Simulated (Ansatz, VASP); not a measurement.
BN (Qingsongite) in VASP and in Ansatz

```
CELL_PARAMETERS angstrom
0.00000 1.80750 1.80750
1.80750 0.00000 1.80750
1.80750 1.80750 0.00000
ATOMIC_POSITIONS crystal
B 0.01741 0.98621 0.99125
N 0.25980 0.25815 0.24011
```

Alike in both runs: task single point; functional PBE; dispersion D4; k mesh 6 × 6 × 6; occupations methfessel-paxton of order 1, width 0.05 eV; no spin polarisation.

```csv
,VASP,Ansatz
version,VASP 6.6.1,Ansatz 0.2.0
potentials or method,"VASP PAW PBE potentials, release 64 (B, N)","plane waves, PAW"
plane-wave cutoff (eV),520,540
valence electrons in the cell,8,8
```

Ansatz gave:

| Item | Value |
| --- | --- |
| pressure (GPa) | -1.8 |
| largest component of the traceless stress (GPa) | 1.14 |
| rms of the force components (eV/Å) | 0.728 |
| dispersion energy (meV/atom) | -238.3 |

Task: What did VASP give for the same quantities?

Result: Pressure (GPa): -1.6; largest component of the traceless stress (GPa): 1.22; rms of the force components (eV/Å): 0.731; dispersion energy (meV/atom): -238.3.

Atom by atom the forces differ by 0.003 eV/Å (rms over components). Ansatz warned: «stress_scf_threshold_loose».

Caveats: the k mesh is coarse (spacing up to 0.50 Å⁻¹), so the values aren't converged; forces of over 1 eV/Å show positions far from the minimum, so gaps and moduli don't describe the material at rest. A k mesh can miss the band edges. PBE gaps usually lie below the measured ones, often by a third to a half.
